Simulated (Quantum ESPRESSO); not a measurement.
**BN: equation of state with r2SCAN**

The system is BN.

```
N B
1.0
     1.25112    0.72234    3.37293
    -1.25112    0.72234    3.37293
     0.00000   -1.44467    3.37293
N B
1 1
Direct
  0.66724 0.66724 0.66724
  0.00033 0.00033 0.00033
```

The cell is a database's computed one.

```json
{
 "Program": "Quantum ESPRESSO 7.5",
 "Task": "equation of state",
 "Functional": "r2SCAN",
 "Potentials or basis": "SG15 PBE 1.2",
 "Cutoff": "1197 eV",
 "Density cutoff": "4789 eV",
 "k mesh": "9 × 9 × 9",
 "Occupations": "fermi-dirac, width 0.05 eV",
 "Spin": "no spin polarisation"
}
```

The equilibrium volume is 9.08 Å³/atom. The bulk modulus at fixed shape and positions is 242 GPa and the pressure derivative of the bulk modulus is 3.5.

Energy against volume, from the lowest point:
| volume (Å³/atom) | energy (meV/atom) |
| --- | --- |
| 8.596 | 20.84 |
| 8.779 | 7.60 |
| 8.962 | 0.85 |
| 9.145 | 0.00 |
| 9.328 | 4.55 |
| 9.510 | 14.03 |
| 9.693 | 28.00 |

All runs of the series together: 20 min on 2 threads of Intel(R) Xeon(R) 6975P-C (Granite Rapids), with other jobs on the host.

Caveat: the potentials were made for another functional, which shifts forces and pressure; the cell was scaled at fixed shape and fractional positions, which overstates the stiffness of a crystal with free parameters, most of all of layers and chains.
